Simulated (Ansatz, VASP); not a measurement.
Two plane-wave programs on MgO

```
Mg O
1.0
     0.02669    2.13515    2.13515
     2.13515    0.02669    2.13515
     2.16184    2.16184    0.00000
Mg O
1 1
Cartesian
  0.0000 0.0000 0.0000
  2.1618 2.1618 2.1351
```

Change from the starting cell: strain +0.0250 x Voigt [0, 0, 0, 0, 0, 1], atoms carried along.

Alike in both runs: task single point; functional LDA; k mesh 10 × 10 × 10; occupations gaussian, width 0.05 eV; no spin polarisation.

|  | VASP | Ansatz |
| --- | --- | --- |
| version | VASP 6.6.1 | Ansatz 0.2.0 |
| potentials or method | VASP PAW LDA potentials, release 64 (Mg, O) | scalar-relativistic, plane waves, PAW |
| plane-wave cutoff (eV) | 520 | 420 |
| valence electrons in the cell | 8 | 16 |

VASP gave:

| Item | Value |
| --- | --- |
| gap on the k mesh at the Fermi level (eV) | 4.17 |
| least direct gap on the mesh (eV) | 4.17 |
| pressure (GPa) | -13.2 |
| largest component of the traceless stress (GPa) | 3.55 |

Which values does Ansatz return?

gap on the k mesh at the Fermi level (eV): 4.17; least direct gap on the mesh (eV): 4.17; pressure (GPa): -11.6; largest component of the traceless stress (GPa): 3.50.

The two sets of potentials don't hold the same shells in valence.
